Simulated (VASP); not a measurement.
# MgSn2N2 (P-3m1) in VASP: single point with PBE

Aim: the single point of MgSn2N2 with PBE.

Program: VASP 6.6.1. These are calculated values, not measurements. Logs are shortened: lines on timing, memory, paths and dates and some standing lists are left out, and cuts for length are marked.

## 1. Starting point

Symmetry: P-3m1, No. 164, trigonal system. The conventional cell has a = 3.254 Å, b = 3.254 Å, c = 9.059 Å, α = 90.00°, β = 90.00°, γ = 120.00°. Mg (site symmetry -3m) has 6 N at 2.29 Å as nearest neighbours. Sn (site symmetry 3m) has 3 N at 2.29 Å as nearest neighbours. N (site symmetry 3m) is surrounded by 3 Sn at 2.29 Å and 3 Mg at 2.29 Å.

The cell was built by a generator and needn't be a form met in nature.

## 2. Single point, PBE

Contents of INCAR:

```
SYSTEM = MgSn2N2
PREC     = Accurate       ! precision mode
ENCUT    = 520            ! plane-wave cutoff, eV
EDIFF    = 1E-6           ! SCF threshold, eV
ISMEAR   = 0              ! smearing method
SIGMA    = 0.03           ! smearing width, eV
LREAL    = .False.        ! projectors in reciprocal space
LASPH    = .True.         ! aspherical terms in the spheres
NELM     = 60             ! most SCF steps
ALGO     = Fast           ! electronic algorithm
ISIF     = 2              ! what is computed and relaxed
LWAVE    = .False.        ! write WAVECAR
LCHARG   = .False.        ! write CHGCAR
GGA      = PE             ! functional
NBANDS   = 28             ! bands
KPAR     = 8
```

Contents of KPOINTS:

```
regular mesh
0
Gamma
  8 8 4
  0 0 0
```

Contents of POSCAR:

```
MgSn2N2
1.0
    3.2541880000      0.0000000000      0.0000000000
   -1.6270940000      2.8182100000      0.0000000000
    0.0000000000      0.0000000000      9.0593500000
Mg Sn N
1 2 2
Direct
    0.0000000000      0.0000000000      0.0000000000
    0.6666670000      0.3333330000      0.2895030000
    0.3333330000      0.6666670000      0.7104970000
    0.6666670000      0.3333330000      0.8546010000
    0.3333330000      0.6666670000      0.1453990000
```

Potentials or basis: VASP PAW PBE potentials, release 64 (Mg, Sn_d, N).

Started as:

```sh
$ cat potpaw_PBE.64/Mg/POTCAR potpaw_PBE.64/Sn_d/POTCAR potpaw_PBE.64/N/POTCAR > POTCAR
$ mpirun -np 8 vasp_std > vasp.out
```

OUTCAR:

```text
SYSTEM = MgSn2N2
   PREC = Accurate
   ENCUT = 520
   EDIFF = 1E-6
   ISMEAR = 0
   LREAL = .False.
   LASPH = .True.
   NELM = 60
   ISIF = 2
   GGA = PE

 ion  position               nearest neighbor table
   1  0.000  0.000  0.000-   4 2.29   5 2.29   4 2.29   5 2.29   4 2.29   5 2.29   2 3.23   3 3.23
                             3 3.23   2 3.23   2 3.23   3 3.23
   2  0.667  0.333  0.290-   5 2.29   5 2.29   5 2.29   1 3.23   1 3.23   1 3.23
   3  0.333  0.667  0.710-   4 2.29   4 2.29   4 2.29   1 3.23   1 3.23   1 3.23
   4  0.667  0.333  0.855-   3 2.29   3 2.29   3 2.29   1 2.29   1 2.29   1 2.29
   5  0.333  0.667  0.145-   2 2.29   2 2.29   2 2.29   1 2.29   1 2.29   1 2.29

  LATTYP: Found a hexagonal cell.
 ALAT       =     3.2541880000
 C/A-ratio  =     2.7839049250

  Lattice vectors:

 A1 = (   3.2541880000,   0.0000000000,   0.0000000000)
 A2 = (  -1.6270940000,   2.8182100000,   0.0000000000)
 A3 = (   0.0000000000,   0.0000000000,   9.0593500000)

Analysis of symmetry for initial positions (statically):
=====================================================================
 Subroutine PRICEL returns:
 Original cell was already a primitive cell.

 Routine SETGRP: Setting up the symmetry group for a
 hexagonal supercell.

 Subroutine GETGRP returns: Found 12 space group operations
 (whereof 12 operations were pure point group operations)
 out of a pool of 24 trial point group operations.

The static configuration has the point symmetry D_3d.

Analysis of symmetry for dynamics (positions and initial velocities):
=====================================================================
 Subroutine PRICEL returns:
 Original cell was already a primitive cell.

 Routine SETGRP: Setting up the symmetry group for a
 hexagonal supercell.

 Subroutine GETGRP returns: Found 12 space group operations
 (whereof 12 operations were pure point group operations)
 out of a pool of 24 trial point group operations.

The dynamic configuration has the point symmetry D_3d.

 Subroutine INISYM returns: Found 12 space group operations
 (whereof 12 operations are pure point group operations),
 and found     1 'primitive' translations

----------------------------------------------------------------------------------------

                                     Primitive cell

  volume of cell :      83.0832

  direct lattice vectors                    reciprocal lattice vectors
     3.254188000  0.000000000  0.000000000     0.307296321  0.177417581  0.000000000
    -1.627094000  2.818210000  0.000000000     0.000000000  0.354835161  0.000000000
     0.000000000  0.000000000  9.059350000     0.000000000  0.000000000  0.110383195

  length of vectors
     3.254188000  3.254188453  9.059350000     0.354835211  0.354835161  0.110383195

  position of ions in fractional coordinates (direct lattice)
     0.000000000  0.000000000  0.000000000
     0.666667000  0.333333000  0.289503000
     0.333333000  0.666667000  0.710497000
     0.666667000  0.333333000  0.854601000
     0.333333000  0.666667000  0.145399000

  ion indices of the primitive-cell ions
   primitive index   ion index
                 1           1
                 2           2
                 3           3
                 4           4
                 5           5

----------------------------------------------------------------------------------------

 KPOINTS: regular mesh

Automatic generation of k-mesh.
 Grid dimensions read from file:
 generate k-points for:    8    8    4

 Generating k-lattice:

  Cartesian coordinates                     Fractional coordinates (reciprocal lattice)
     0.038412040  0.022177198  0.000000000     0.125000000 -0.000000000  0.000000000
     0.000000000  0.044354395  0.000000000     0.000000000  0.125000000  0.000000000
     0.000000000  0.000000000  0.027595799     0.000000000  0.000000000  0.250000000

  Length of vectors
     0.044354401  0.044354395  0.027595799

  Shift w.r.t. Gamma in fractional coordinates (k-lattice)
     0.000000000  0.000000000  0.000000000

 Subroutine IBZKPT returns following result:
 ===========================================

 Found     35 irreducible k-points:

 Following reciprocal coordinates:
            Coordinates               Weight
  0.000000  0.000000  0.000000      1.000000
  0.125000  0.000000  0.000000      6.000000
  0.250000  0.000000  0.000000      6.000000
  0.375000 -0.000000  0.000000      6.000000
  0.500000  0.000000  0.000000      3.000000
  0.125000  0.125000  0.000000      6.000000
[... 16 lines left out ...]
 -0.125000  0.500000  0.250000     12.000000
  0.250000  0.250000  0.250000     12.000000
 [... further k-points ...]
   k-points           NKPTS =     35   k-points in BZ     NKDIM =     35   number of bands    NBANDS=     28
   number of dos      NEDOS =    301   number of ions     NIONS =      5
   total plane-waves  NPLWV =  40320
   dimension x,y,z NGX =    24 NGY =   24 NGZ =   70
   dimension x,y,z NGXF=    48 NGYF=   48 NGZF=  140
   ions per type =               1   2   2
   NGX,Y,Z   is equivalent  to a cutoff of  12.26, 12.26, 12.85 a.u.
   NGXF,Y,Z  is equivalent  to a cutoff of  24.52, 24.52, 25.69 a.u.
 SYSTEM =  MgSn2N2
   PREC   = accura    normal or accurate (medium, high low for compatibility)
   ISTART =      0    job   : 0-new  1-cont  2-samecut
   ICHARG =      2    charge: 1-file 2-atom 10-const
   ISPIN  =      1    spin polarized calculation?
   LNONCOLLINEAR =      F non collinear calculations
   LSORBIT =      F    spin-orbit coupling
   LASPH  =      T    aspherical Exc in radial PAW
   ENCUT  =  520.0 eV  38.22 Ry    6.18 a.u.   6.05  6.05 16.84*2*pi/ulx,y,z
   NELM   =     60;   NELMIN=  2; NELMDL= -5     # of ELM steps
   EDIFF  = 0.1E-05   stopping-criterion for ELM
   LREAL  =      F    real-space projection
[... 7 lines left out ...]
   TEBEG  =    0.0;   TEEND  =   0.0 temperature during run
   PSTRESS=    0.0 pullay stress
   NELECT =      40.0000    total number of electrons
   NUPDOWN=      -1.0000    fix difference up-down
   EMIN   =  10.00;   EMAX   =-10.00  energy-range for DOS
   EFERMI =   0.00;   METHOD = LEGACY
   ISMEAR =     0;   SIGMA  =   0.03  broadening in eV -4-tet -1-fermi 0-gaus
   EFERMI_NEDOS =   21; number of points for ismear=-14 and -15
   IALGO  =     68    algorithm
   IMIX   =      4    mixing-type and parameters
     AMIX     =   0.40;   BMIX     =  1.00
     AMIX_MAG =   1.60;   BMIX_MAG =  1.00
  volume/ion in A,a.u.               =      16.62       112.13
  Fermi-wavevector in a.u.,A,eV,Ry     =   1.283090  2.424689 22.399546  1.646320
  Thomas-Fermi vector in A             =   2.415363
   LORBIT       =      0    0 simple, 1 ext, 2 COOP (PROOUT), +10 PAW based schemes
   GGA     = PE    functional components
   LHFCALC =     F    Hartree Fock is set to
   AEXX    =    0.0000 exact exchange contribution
   IVDW    =     0    specifies the selected vdW correction
   LEPSILON=     F    determine dielectric tensor
   LRPA    =     F    only Hartree local field effects (RPA)
 non-spin polarized calculation
 RMM-DIIS sequential band-by-band and
 Gauss-broadening in eV      SIGMA  =   0.03
  energy-cutoff  :      520.00
  volume of cell :       83.08
 maximum number of plane-waves:      2260
   NGX = 13   NGY = 13   NGZ = 33

 number of electron      40.0000003 magnetization

 Free energy of the ion-electron system (eV)
  ---------------------------------------------------
  ext. energy  EPLUGINS =         0.00000000
  ---------------------------------------------------
  free energy    TOTEN  =       -26.49972980 eV

  energy without entropy =      -26.49972980  energy(sigma->0) =      -26.49972980

 E-fermi :   6.5242     XC(G=0): -10.3771

 val. band max:        6.3488475533   @ k =   0.0000   0.0000   0.0000
 cond. band min:       7.2084908373   @ k =   0.5000   0.0000   0.2500
 fundamental gap:      0.8596432839
 Fermi energy:         6.5241772682

 k-point     1 :       0.0000    0.0000    0.0000
  band No.  band energies     occupation
      1     -14.5982      2.00000
      2     -14.5982      2.00000
      3     -14.5978      2.00000
      4     -14.5978      2.00000
      5     -14.5123      2.00000
      6     -14.5066      2.00000
[... 20 lines left out ...]
     27      14.6922      0.00000
     28      15.6916      0.00000

 k-point     2 :       0.1250    0.0000    0.0000
  band No.  band energies     occupation
      1     -14.6106      2.00000
      2     -14.6102      2.00000
      3     -14.5685      2.00000
      4     -14.5682      2.00000
      5     -14.4915      2.00000
      6     -14.4857      2.00000
[... 20 lines left out ...]
     27      14.5726      0.00000
     28      15.6843      0.00000

 k-point     3 :       0.2500    0.0000    0.0000
  band No.  band energies     occupation
      1     -14.6483      2.00000
      2     -14.6473      2.00000
      3     -14.4961      2.00000
      4     -14.4959      2.00000
      5     -14.4751      2.00000
      6     -14.4717      2.00000
[... 20 lines left out ...]
     27      14.2111      0.00000
     28      14.8901      0.00000

 k-point     4 :       0.3750   -0.0000    0.0000
  band No.  band energies     occupation
      1     -14.6914      2.00000
      2     -14.6900      2.00000
      3     -14.5246      2.00000
      4     -14.5205      2.00000
      5     -14.4266      2.00000
      6     -14.4259      2.00000
[... 578 lines left out ...]
     27      13.4377      0.00000
     28      14.8215      0.00000

 k-point    23 :      -0.1250    0.5000    0.2500
  band No.  band energies     occupation
      1     -14.6774      2.00000
      2     -14.6765      2.00000
      3     -14.5314      2.00000
      4     -14.5282      2.00000
      5     -14.4374      2.00000
      6     -14.4343      2.00000
[... 20 lines left out ...]
     27      13.5171      0.00000
     28      14.7276      0.00000

 k-point    24 :       0.2500    0.2500    0.2500
  band No.  band energies     occupation
      1     -14.6319      2.00000
      2     -14.6313      2.00000
      3     -14.5134      2.00000
      4     -14.5123      2.00000
      5     -14.4734      2.00000
      6     -14.4728      2.00000
[... 20 lines left out ...]
     27      14.2508      0.00000
     28      14.5487      0.00000

 [... further k-points ...]
[... 5 lines left out ...]
  --------------------------------------------------------------------------------------
  -------------------------------------------------------------------------------------
  Total        0.0081943      0.0081943     -0.0056437     -0.0000000      0.0000000      0.0000000
  in kB        0.1580185      0.1580186     -0.1088325     -0.0000000      0.0000000      0.0000000
  external PRESSURE =       0.0690682 kB  Pullay stress =       0.0000000 kB

 VOLUME and BASIS-vectors are now :
 -----------------------------------------------------------------------------
  energy-cutoff  :      520.00
  volume of cell :       83.08
      direct lattice vectors                 reciprocal lattice vectors
     3.254188000  0.000000000  0.000000000     0.307296321  0.177417581  0.000000000
    -1.627094000  2.818210000  0.000000000     0.000000000  0.354835161  0.000000000
     0.000000000  0.000000000  9.059350000     0.000000000  0.000000000  0.110383195

 POSITION                                       TOTAL-FORCE (eV/Angst)
 -----------------------------------------------------------------------------------
      0.00000      0.00000      0.00000        -0.000000      0.000000      0.000000
      1.62710      0.93940      2.62271        -0.000000     -0.000000     -0.003796
     -0.00000      1.87881      6.43664        -0.000000      0.000000      0.003796
      1.62710      0.93940      7.74213         0.000000     -0.000000     -0.001481
     -0.00000      1.87881      1.31722        -0.000000      0.000000      0.001481
 -----------------------------------------------------------------------------------
    total drift:                                0.000000     -0.000000      0.000000

  FREE ENERGIE OF THE ION-ELECTRON SYSTEM (eV)
  ---------------------------------------------------
  free  energy   TOTEN  =       -26.4997298015 eV

  energy  without entropy=      -26.4997298015  energy(sigma->0) =      -26.49972980
```

It took 12 s on 8 MPI ranks of Intel Xeon Platinum 8559C (Emerald Rapids), shared host; peak memory 0.24 GiB.

Results:

```
Free energy            : -26.4997 eV
Pressure               : 0.0 GPa
Largest force          : 0.004 eV/Å
Band gap on the k mesh : 0.86 eV, indirect (least direct gap 1.47 eV)
```

Forces on the atoms (eV/Å):
```
Mg   0.000  0.000  0.000
Sn   0.000  0.000 -0.004
Sn   0.000  0.000  0.004
N    0.000  0.000 -0.001
N    0.000  0.000  0.001
```

Caveat: spin-orbit coupling is left out, which moves the levels of the heavy elements. Expect the measured gap to be larger: semilocal functionals such as PBE lack the derivative discontinuity.
